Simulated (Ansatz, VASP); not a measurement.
**CsH (NiAs type (invented)) in two plane-wave programs**

Wanted: the spread between two codes on one cell, functional and k mesh. The cell is generated by rule, not measured, and may not be a known phase. The cell is taken from a series of runs on this material, whose earlier steps may have relaxed, scaled, displaced or heated it; both programs get it as it stands.

Calculated with Ansatz 0.2.0; plane waves, with VASP 6.6.1 beside it; relaxation of cell and atoms at PBEsol and zone-centre phonons at PBEsol.

## (1) The starting structure

The structure is hexagonal, space group P6_3/mmc (No. 194). Conventional cell: a = 4.284 Å, b = 4.284 Å, c = 7.686 Å, α = 90.00°, β = 90.00°, γ = 120.00°. Nearest to Cs lie 6 H at 3.13 Å. H has 6 Cs at 3.13 Å nearest. Farther neighbours are not listed.

Coordinates:

```cif
data_structure
_symmetry_space_group_name_H-M 'P 1'
_symmetry_Int_Tables_number 1
_cell_length_a 4.2837
_cell_length_b 4.2837
_cell_length_c 7.6858
_cell_angle_alpha 90.000
_cell_angle_beta 90.000
_cell_angle_gamma 120.000
_cell_volume 122.14
loop_
_atom_site_label
_atom_site_type_symbol
_atom_site_fract_x
_atom_site_fract_y
_atom_site_fract_z
_atom_site_occupancy
Cs1 Cs 0.00000 0.00000 0.00000 1
Cs2 Cs 0.00000 0.00000 0.50000 1
H3 H 0.33333 0.66667 0.25000 1
H4 H 0.66667 0.33333 0.75000 1
```

## (2) VASP: relaxation of cell and atoms, PBEsol

The relaxed volume is the usual yardstick between codes: in a stiff, nearly cubic crystal its relative difference is about their pressure difference at one cell divided by the bulk modulus.

Lines of VASP's logs that name or quote its potential files are left out, and so is its time.

Input file INCAR:

```
SYSTEM = CsH
PREC = Accurate
ENCUT = 500
EDIFF = 1E-07
NELM = 120
ISMEAR = 0
SIGMA = 0.01
LREAL = .FALSE.
ALGO = Normal
GGA = PS
NBANDS = 16
LORBIT = 11
LWAVE = .FALSE.
LCHARG = .FALSE.
ISIF = 3
IBRION = 2
NSW = 80
EDIFFG = -0.005
LASPH = .TRUE.
GGA_COMPAT = .FALSE.
NELMIN = 4
EFERMI = MIDGAP
KPAR = 2
```

Input file POSCAR:

```
CsH
1.0
    4.2836900000      0.0000000000      0.0000000000
   -2.1418450000      3.7097850000      0.0000000000
    0.0000000000      0.0000000000      7.6857730000
Cs H
2 2
Direct
    0.0000000000      0.0000000000      0.0000000000
    0.0000000000      0.0000000000      0.4999999349
    0.3333333333      0.6666666667      0.2499999675
    0.6666666667      0.3333333333      0.7500000325
```

Input file KPOINTS:

```
Automatic mesh
0
Gamma
9 9 4
0 0 0
```

Potentials, in the order of the species: Cs_sv and H (PBE family, release 64).

Command:

```bash
mpirun -np 2 vasp_std
```

Numbers of over 12 decimals in the logs are rounded to 6 here.

Output:

```text
[banner, memory and clock lines left out]
running    2 mpi-ranks, on    1 nodes
 distrk:  each k-point on    1 cores,    2 groups
 distr:  one band on    1 cores,    1 groups

 POSCAR found type information on POSCAR CsH
 POSCAR found :  2 types and       4 ions
|                                                                             |
|               ----> ADVICE to this user running VASP <----                  |
|                                                                             |
|     You enforced a specific xc type in the INCAR file but a different       |
|     [... a line on the potential file left out ...]
|     I HOPE YOU KNOW WHAT YOU ARE DOING!                                     |
|                                                                             |

 LDA part: xc-table for (Slater+PW92), standard interpolation
 POSCAR, INCAR and KPOINTS ok, starting setup
 FFT: planning ... GRIDC
 FFT: planning ... GRID_SOFT
 FFT: planning ... GRID
 WAVECAR not read
 entering main loop
       N       E                     dE             d eps       ncg     rms          rms(c)
DAV:   1     0.115394596371E+03    0.11539E+03   -0.78620E+03  1152   0.100E+03
DAV:   2     0.250153301040E+00   -0.11514E+03   -0.11020E+03  1488   0.165E+02
DAV:   3    -0.104554418484E+02   -0.10706E+02   -0.10691E+02  1608   0.588E+01
DAV:   4    -0.105556858554E+02   -0.10024E+00   -0.10023E+00  1504   0.676E+00
DAV:   5    -0.105563715317E+02   -0.68568E-03   -0.68565E-03  1640   0.524E-01    0.488E+00
DAV:   6    -0.929986794773E+01    0.12565E+01   -0.18633E+00  1208   0.418E+00    0.204E+00
DAV:   7    -0.904274769545E+01    0.25712E+00   -0.17163E+00  1280   0.365E+00    0.851E-01
DAV:   8    -0.907821655586E+01   -0.35469E-01   -0.13227E-01  1344   0.137E+00    0.434E-01
DAV:   9    -0.906826553303E+01    0.99510E-02   -0.43173E-02  1528   0.650E-01    0.702E-02
DAV:  10    -0.906883477245E+01   -0.56924E-03   -0.36683E-03  1464   0.226E-01    0.800E-02
DAV:  11    -0.906884072696E+01   -0.59545E-05   -0.35216E-04  1424   0.770E-02    0.332E-02
DAV:  12    -0.906879042490E+01    0.50302E-04   -0.37058E-04  1376   0.586E-02    0.465E-03
DAV:  13    -0.906879181946E+01   -0.13946E-05   -0.14771E-05  1536   0.156E-02    0.123E-03
DAV:  14    -0.906879208058E+01   -0.26112E-06   -0.81860E-07  1184   0.309E-03    0.111E-03
DAV:  15    -0.906879196220E+01    0.11838E-06   -0.24499E-07  1288   0.177E-03    0.131E-04
DAV:  16    -0.906879193849E+01    0.23711E-07   -0.31991E-08   960   0.824E-04
   1 F= -.90687919E+01 E0= -.90687919E+01  d E =-.906879E+01
 curvature:   0.00 expect dE= 0.000E+00 dE for cont linesearch  0.000E+00
 trial: gam= 0.00000 g(F)=  0.530E-44 g(S)=  0.203E-04 ort = 0.000E+00 (trialstep = 0.100E+01)
 search vector abs. value=  0.203E-04
 bond charge predicted
       N       E                     dE             d eps       ncg     rms          rms(c)
DAV:   1    -0.906887674411E+01   -0.84782E-04   -0.15164E-03  1216   0.207E-01    0.344E-02
DAV:   2    -0.906882695037E+01    0.49794E-04   -0.70838E-05  1352   0.466E-02    0.169E-02
DAV:   3    -0.906880967700E+01    0.17273E-04   -0.66055E-05  1264   0.408E-02    0.398E-03
DAV:   4    -0.906880947877E+01    0.19822E-06   -0.21362E-06  1432   0.718E-03    0.308E-03
DAV:   5    -0.906880883561E+01    0.64317E-06   -0.52677E-07  1168   0.322E-03    0.793E-04
DAV:   6    -0.906880875600E+01    0.79602E-07   -0.53382E-08   856   0.133E-03
   2 F= -.90688088E+01 E0= -.90688088E+01  d E =-.168175E-04
 trial-energy change:   -0.000017  1 .order   -0.000017   -0.000020   -0.000014
 step:   3.2305(harm=  3.2305)  dis= 0.00000  next Energy=    -9.068825 (dE=-0.328E-04)
 bond charge predicted
       N       E                     dE             d eps       ncg     rms          rms(c)
DAV:   1    -0.906915738646E+01   -0.34855E-03   -0.75113E-03  1168   0.460E-01    0.763E-02
DAV:   2    -0.906890962961E+01    0.24776E-03   -0.34968E-04  1288   0.103E-01    0.376E-02
DAV:   3    -0.906882425630E+01    0.85373E-04   -0.32661E-04  1232   0.907E-02    0.885E-03
DAV:   4    -0.906882407030E+01    0.18600E-06   -0.10577E-05  1336   0.160E-02    0.684E-03
DAV:   5    -0.906882255833E+01    0.15120E-05   -0.26676E-06  1456   0.712E-03    0.185E-03
DAV:   6    -0.906882238755E+01    0.17077E-06   -0.16451E-07  1104   0.212E-03    0.128E-03
DAV:   7    -0.906882239011E+01   -0.25555E-08   -0.34893E-07   992   0.182E-03
   3 F= -.90688224E+01 E0= -.90688224E+01  d E =-.304516E-04
 curvature:  -1.62 expect dE=-0.299E-06 dE for cont linesearch -0.246E-06
 trial: gam= 0.00000 g(F)=  0.671E-44 g(S)=  0.185E-06 ort =-0.176E-05 (trialstep = 0.145E+01)
 search vector abs. value=  0.185E-06
 reached required accuracy - stopping structural energy minimisation
```

OUTCAR, selected parts (step 2):

```text
ion  position               nearest neighbor table
   1  0.000  0.000  0.000-
   2  0.000  0.000  0.500-
   3  0.333  0.667  0.250-
   4  0.667  0.333  0.750-

  LATTYP: Found a hexagonal cell.
 ALAT       =     4.2836900000
 C/A-ratio  =     1.7941944912

 Subroutine GETGRP returns: Found 24 space group operations
 (whereof 12 operations were pure point group operations)

The static configuration has the point symmetry D_3d.
 The point group associated with its full space group is D_6h.

 Found     36 irreducible k-points:

   k-points           NKPTS =     36   k-points in BZ     NKDIM =     36   number of bands    NBANDS=     16

   dimension x,y,z NGX =    32 NGY =   32 NGZ =   56
   dimension x,y,z NGXF=    64 NGYF=   64 NGZF=  112

   ENCUT  =  500.0 eV  36.75 Ry    6.06 a.u.   7.81  7.81 14.01*2*pi/ulx,y,z

   NELECT =      20.0000    total number of electrons

 k-points in reciprocal lattice and weights: Automatic mesh
   0.00000000  0.00000000  0.00000000       0.003
   0.11111111 -0.00000000  0.00000000       0.019
   0.22222222  0.00000000  0.00000000       0.019
   0.33333333  0.00000000  0.00000000       0.019
   0.44444444  0.00000000  0.00000000       0.019
   0.11111111  0.11111111  0.00000000       0.019
   0.22222222  0.11111111  0.00000000       0.037
   0.33333333  0.11111111  0.00000000       0.037
   0.44444444  0.11111111  0.00000000       0.019
[...]
0.33333333  0.22222222  0.50000000       0.037
   0.33333333  0.33333333  0.50000000       0.006

 average (electrostatic) potential at core
       1 -50.5970       2 -50.5970       3 -32.3754       4 -32.3754

 E-fermi :   1.3273

 k-point     1 :       0.0000    0.0000    0.0000
  band No.  band energies     occupation
    ...
      6      -7.5302      2.00000
      7      -7.5302      2.00000
      8      -7.4079      2.00000
      9      -1.5712      2.00000
     10       0.1825      2.00000
     11       2.7352      0.00000
     12       3.7254      0.00000
     13       5.1657      0.00000
     14       5.1657      0.00000
     15       6.1484      0.00000
    ...

 k-point     2 :       0.1111   -0.0000    0.0000
  band No.  band energies     occupation
    ...
      6      -7.6389      2.00000
      7      -7.5535      2.00000
      8      -7.3953      2.00000
      9      -1.3802      2.00000
     10       0.0398      2.00000
     11       3.0305      0.00000
     12       3.8648      0.00000
     13       4.7405      0.00000
     14       5.3981      0.00000
     15       5.8137      0.00000
    ...

 k-point     3 :       0.2222    0.0000    0.0000
  band No.  band energies     occupation
    ...
      6      -7.7720      2.00000
      7      -7.6116      2.00000
      8      -7.3633      2.00000
      9      -0.9464      2.00000
     10      -0.2510      2.00000
     11       3.6868      0.00000
     12       3.8015      0.00000
     13       4.2272      0.00000
     14       5.3848      0.00000
     15       5.4282      0.00000
    ...

  Total       -0.0003066     -0.0003066     -0.0038918      0.0000000      0.0000000      0.0000000
  in kB       -0.0040113     -0.0040113     -0.0509219      0.0000000      0.0000000      0.0000000
  external PRESSURE =      -0.0196482 kB  Pullay stress =       0.0000000 kB

  energy-cutoff  :      500.00
  volume of cell :      122.45
      direct lattice vectors                 reciprocal lattice vectors
     4.286207722  0.000000000 -0.000000000     0.233306472  0.134699531  0.000000000
    -2.143103861  3.711965412  0.000000000     0.000000000  0.269399062  0.000000000
    -0.000000000  0.000000000  7.696270579     0.000000000  0.000000000  0.129933062

 POSITION                                       TOTAL-FORCE (eV/Angst)
 -----------------------------------------------------------------------------------
      0.00000      0.00000     -0.00000        -0.000000      0.000000      0.000000
     -0.00000      0.00000      3.84813        -0.000000      0.000000      0.000000
     -0.00000      2.47464      1.92407         0.000000     -0.000000     -0.000000
      2.14310      1.23732      5.77220        -0.000000      0.000000      0.000000
 -----------------------------------------------------------------------------------
    total drift:                               -0.000000      0.000000      0.000283

  FREE ENERGIE OF THE ION-ELECTRON SYSTEM (eV)
  ---------------------------------------------------
  free  energy   TOTEN  =        -9.0688223901 eV

  energy  without entropy=       -9.0688223901  energy(sigma->0) =       -9.06882239

 reached required accuracy - stopping structural energy minimisation

 total charge
# of ion       s       p       d       tot
------------------------------------------
    1        1.850   4.680   0.042   6.573
    2        1.850   4.680   0.042   6.573
    3        0.477   0.000   0.000   0.477
    4        0.477   0.000   0.000   0.477
--------------------------------------------------
tot          4.654   9.361   0.084  14.099

[... 3 further parts left out ...]
```

CONTCAR:

```
CsH
   1.00000000000000
     4.2862077215068695    0.0000000000000000   -0.0000000000000000
    -2.1431038607534347    3.7119654119096603    0.0000000000000000
    -0.0000000000000000    0.0000000000000000    7.6962705790470043
  Cs              H
     2     2
Direct
     0.0000000000000000    0.0000000000000000    0.0000000000000000
     0.0000000000000000    0.0000000000000000    0.4999999349000035
     0.3333333332999970    0.6666666667000030    0.2499999675000026
     0.6666666667000030    0.3333333332999970    0.7500000324999974
```

The run keeps the 24 symmetry operations of its start, so it cannot find a distortion of lower symmetry.

## (3) Ansatz: relaxation of cell and atoms, PBEsol

Ansatz runs on its default PAW (the set named soft_2) files.

The same cell, functional and mesh now go to Ansatz, which takes its cutoff from its data sets.

Input file input.yaml:

```yaml
crystal:
  lattice:
    - [4.2836901746, 0.0, 0.0]
    - [-2.1418450873, 3.7097845132, 0.0]
    - [0.0, 0.0, 7.685772845]
  atoms:
    - { symbol: Cs, position: [0.0, 0.0, 0.0] }
    - { symbol: Cs, position: [0.0, 0.0, 0.5] }
    - { symbol: H, position: [0.3333333333, 0.6666666667, 0.25] }
    - { symbol: H, position: [0.6666666667, 0.3333333333, 0.75] }
kpoints:
  mp_grid: { grid: [9, 9, 4] }
hamiltonian:
  xc: pbesol
scf:
  occupations: { method: fixed }
output:
  forces: true
  stress: true
  eigenvalues: true
relax:
  adjacent_minimum: "off"
  f_tol: 0.001
  max_steps: 60
  cell: { stress_tol: 0.01 }
```

Command:

```bash
ansatz run input.yaml --threads 2 --pin off --max-ram 5120MiB --backend cpu --events-out ev --progress --plain --runs-dir out
```

Output:

```text
Engine: ansatz 0.2.0, aarch64-unknown-linux-gnu
Pseudopotentials: kind: paw
Pseudopotential: Cs, paw, valence charge 9, recommended cutoff 420 eV (normal), Cs.paw.azcp
Pseudopotential: H, paw, valence charge 1, recommended cutoff 420 eV (normal), H.paw.azcp
Functional definition: PBEsol
  exchange = pbesol_x
  correlation = pbesol_c
Crystal: 4 atoms, lattice volume = 122.139 Å³
Basis set: ecut = 420 eV, 2383 PW (Γ), exchange–correlation on 60×60×108 points (8 copies of the dense FFT grid, shifted against one another)
Bands: 14, of which v1, the nominal top of the filled ones, is band 10 counted from 1 (9 counted from 0)
Symmetry: 24 space group operations
Space group: P63/mmc (ITA 194), of the structure as read, at distance tolerance 5.0e-5 Å
k-points: 36 of 324
Non-local potential: Cs, projectors of the file, l = 0: 3, l = 1: 2, l = 2: 2, l = 3: 2
Non-local potential: H, projectors of the file, l = 0: 2, l = 1: 1
PAW form: soft (Blöchl's): semilocal exchange-correlation on the pseudo side does not see the compensation charge
PAW frozen core: Cs, regenerated for the run's functional, and the local potential with it (the file was generated under x = pbe(κ = 0.804, μ = 0.219515), c = pbe(β = 0.066725))
PAW one-centre angular grid: Cs, 194 points (default); XC on 64 Gauss nodes
PAW one-centre angular grid: H, 110 points (default); XC on 64 Gauss nodes
Initial density: superposition of atomic densities (neutral atoms: chi_scale 0, normalization atom), corrected by the library's trained network
Initial wavefunctions: pseudopotential atomic-orbital guess
Functional: x = pbesol(κ = 0.804, μ = 0.123457), c = pbesol(β = 0.046)
SCF iter   1: F=—  HF=-11203.501182 eV  |F-HF|=—  |Δ(HF+E_count)|=         —  Δρ=4.68e-3  dr2=2.92e-2  ethr=1.77e-3  ⟨swp⟩=4.7  Hψ=2495  notcnv=0  defer=66
preconditioner: auto → Resta (q_TF=auto, 2.018 Å⁻¹)  ε∞=2.7  [insulator: Δε(μ)=2.044 eV  Ē_g=10.352 eV  n_scr=22 (ndim 8)  ℏωp=13.4 eV  f_vac=0.029  ε∞_Penn≈2.7]
SCF iter   2: F=—  HF=-11203.493207 eV  |F-HF|=—  |Δ(HF+E_count)|=   7.97e-3  Δρ=1.64e-3  dr2=3.90e-3  ethr=1.46e-4  ⟨swp⟩=2.0  Hψ=878  notcnv=0  defer=69
SCF iter   3: F=—  HF=-11203.492321 eV  |F-HF|=—  |Δ(HF+E_count)|=   8.86e-4  Δρ=2.05e-4  dr2=6.65e-5  ethr=1.95e-5  ⟨swp⟩=2.0  Hψ=649  notcnv=0  defer=71
SCF iter   4: F=—  HF=-11203.492391 eV  |F-HF|=—  |Δ(HF+E_count)|=   6.99e-5  Δρ=6.71e-5  dr2=8.12e-6  ethr=3.33e-7  ⟨swp⟩=2.3  Hψ=703  notcnv=0  defer=62
SCF iter   5: F=—  HF=-11203.492406 eV  |F-HF|=—  |Δ(HF+E_count)|=   1.47e-5  Δρ=1.07e-5  dr2=1.85e-7  ethr=4.06e-8  ⟨swp⟩=2.0  Hψ=797  notcnv=0  defer=72
SCF iter   6: F=-11203.492406 eV  HF=-11203.492406 eV  |F-HF|=8.17e-9  |Δ(HF+E_count)|=   5.67e-7  Δρ=2.15e-6  dr2=7.61e-9  ethr=5.00e-10  ⟨swp⟩=8.8  Hψ=3227  notcnv=0
SCF 1 converged in 6 iterations: F = -11203.492406 eV  dr2 = 7.61e-9
  greatest PAW one-centre occupation: 0.927 electrons in one spin orbital (limit 2), on the Cs atom at site 1 (counted from 0), in its partial waves of l = 0
relax step   1: F+E_penalty+E_count = -11203.49240637 eV  Δ(F+E_penalty+E_count) = +0.000e0 eV  max|allowed force component| = 2.168e-19 eV/Å  Δτ_max = 0.0000 Å  P = +0.002 GPa  Ω = 122.139 Å³  (6 SCF iters, dr2 threshold 1.00e-7 eV, accepted)
Initial density: handed on by an earlier stage of this run
Initial wavefunctions: pseudopotential atomic-orbital guess (no wavefunctions were taken with the density)
iter 1 solved again at ethr=4.69e-7 eV; its pass at ethr=3.10e-3 eV (dr2=9.37e-5 eV) is discarded
SCF iter   1: F=—  HF=-11203.492405 eV  |F-HF|=—  |Δ(HF+E_count)|=         —  Δρ=2.19e-6  dr2=7.75e-9  ethr=4.69e-7  ⟨swp⟩=3.8  Hψ=3991  notcnv=0  defer=71
eigensolver tolerance schedule: the retry pair's looser diagonalisation over-reported the residual by 12095.17 of it (diagonalisation noise at an unbounded share of the residual, at the tolerance the schedule requests for it); recorded, not acted on — ethr = c·dr2/N_el stays at c = 1.0e-1
preconditioner: auto → Resta (q_TF=auto, 2.018 Å⁻¹)  ε∞=2.7  [insulator: Δε(μ)=2.156 eV  Ē_g=10.348 eV  n_scr=22 (ndim 8)  ℏωp=13.4 eV  f_vac=0.020  ε∞_Penn≈2.7]
SCF iter   2: F=—  HF=-11203.492406 eV  |F-HF|=—  |Δ(HF+E_count)|=   1.66e-6  Δρ=1.27e-6  dr2=2.63e-9  ethr=3.87e-11  ⟨swp⟩=2.3  Hψ=936  notcnv=0  defer=65
SCF iter   3: F=—  HF=-11203.492406 eV  |F-HF|=—  |Δ(HF+E_count)|=   4.99e-9  Δρ=2.71e-7  dr2=1.21e-10  ethr=1.31e-11  ⟨swp⟩=2.0  Hψ=791  notcnv=0  defer=65
SCF iter   4: F=—  HF=-11203.492406 eV  |F-HF|=—  |Δ(HF+E_count)|=  3.64e-10  Δρ=6.34e-8  dr2=7.78e-12  ethr=1.00e-12  ⟨swp⟩=2.0  Hψ=790  notcnv=0  defer=65
SCF iter   5: F=-11203.492406 eV  HF=-11203.492406 eV  |F-HF|=1.82e-12  |Δ(HF+E_count)|=  2.91e-11  Δρ=1.24e-8  dr2=2.07e-13  ethr=1.00e-12  ⟨swp⟩=9.4  Hψ=3278  notcnv=0
SCF 2 converged in 5 iterations: F = -11203.492406 eV  dr2 = 2.07e-13
relax step   2: F+E_penalty+E_count = -11203.49240637 eV  Δ(F+E_penalty+E_count) = -2.219e-9 eV  max|allowed force component| = 3.614e-19 eV/Å  Δτ_max = 0.0000 Å  P = +0.002 GPa  Ω = 122.139 Å³  stress off target by 6.61e-3 GPa  SCF on the basis re-selected at this cell (its energy is not comparable with the rows above)  (5 SCF iters)
basis re-selected at this cell: Δ(F+E_penalty+E_count) = -2.219e-9 eV, ΔP = -0.000 GPa vs the last step (what re-selecting the basis moved, of the pressure what is left beyond the Pulay correction that the steps carried, after the strain that the cell walked since its last selection, with what the two solves' SCF thresholds leave and, on support functions, any second-order correction that the steps lacked; it is no m [...]
SCF converged after 5 iterations
Free energy (F): -11203.492406 eV
Harris-Foulkes:  -11203.492406 eV  (|F-HF|=1.82e-12)
Internal energy: -11203.492406 eV  (E = F + TS)
E sigma→0 (E₀):  -11203.492406 eV
Fermi energy:    3.632221 eV
--- Per-component energies (eV) ---
  E_band       = -115.055228
  E_kinetic    = 310.762686
  E_local      = -519.603866  (includes V_loc(G=0)·N_el)
  E_nonlocal   = 64.845736
  E_hartree    = 174.535721
  E_xc         = -363.345910
  E_vxc        = -275.693167  (∫ρ·V_xc dr)
  E_paw        = -9967.789265  (= ΣΔE_a)
  E_vpaw       = -44.435996  (= ΣTr[D̂ρ^β])
  E_aug_tail   = -0.002067  (compensation charges beyond the density's cutoff)
  E_ewald      = -903.183762
  E_core_change = 0.288320  (= ΣΔE_core)
  E_smearing   = -0.000000  (= −TS)
  E_closure    = 0.000000  (closes the sum)
  Σ components = -11203.492406   (vs F -11203.492406, Δ=0.00e0)
--- Forces (eV/Å), atoms counted from 1 ---
  atom   1  Cs     0.00000000    -0.00000000    -0.00000000
  atom   2  Cs     0.00000000     0.00000000    -0.00000000
  atom   3  H      0.00000000    -0.00000000     0.00000000
  atom   4  H      0.00000000     0.00000000     0.00000000
  max |Σ_I F_I| component: 1.08e-19 eV/Å
--- Stress (GPa, compression-positive) ---
       -0.000120       0.000000       0.000000
        0.000000      -0.000120       0.000000
        0.000000       0.000000       0.006610
  P = ⅓ Tr σ = 0.0021 GPa (0.021 kbar)
--- Band table (eV; the first three rows and the last of 36) ---
  k-point 0: bands = [... 6 lower, -4.1323, -4.0084, 1.8136, 3.5581, 6.1327, 7.1194, 8.5560, 8.5560]
  k-point 1: bands = [... 6 lower, -4.1554, -4.1554, 2.0599, 3.2408, 6.5162, 7.3065, 8.6650, 8.6650]
  k-point 2: bands = [... 6 lower, -4.2103, -4.2103, 2.6251, 2.6251, 7.1838, 7.1838, 8.9639, 8.9639]
  k-point 35: bands = [... 6 lower, -4.5841, -4.5841, 3.0791, 3.0791, 7.0154, 7.0154, 8.9169, 8.9169]
--- Relaxed structure (1 steps of the walk, 1 accepted, 1 SCFs on fresh bases) ---
  F+E_penalty+E_count = -11203.49240637 eV   max|allowed force component| = 3.614e-19 eV/Å   (the final SCF, on the basis selected at the relaxed cell)
  cell:  # Å, volume = 122.1390 Å³
    - [4.283690, 0.0, 0.0]
    - [-2.141845, 3.709785, 0.0]
    - [0.0, 0.0, 7.685772845]
  atoms:
    - { symbol: Cs, position: [0.0, 0.0, 0.0] }
    - { symbol: Cs, position: [0.0, 0.0, 0.5] }
    - { symbol: H, position: [0.333333, 0.666667, 0.25] }
    - { symbol: H, position: [0.666667, 0.333333, 0.750000] }
```

(Part 1 of 2 ends here.)

[Lines on the potential files, build, host, timing and source positions are cut from VASP's logs without a mark.]

[Logs are printed without paths, hosts, clocks, repeated set-up lines and the standing remarks that a program may print on its own settings, such as how far it seeks lower states.]

[Hosts, paths, dates, database ids (printed as entryN), source tags and the programs' standing remarks are cut or masked in the printed files.]
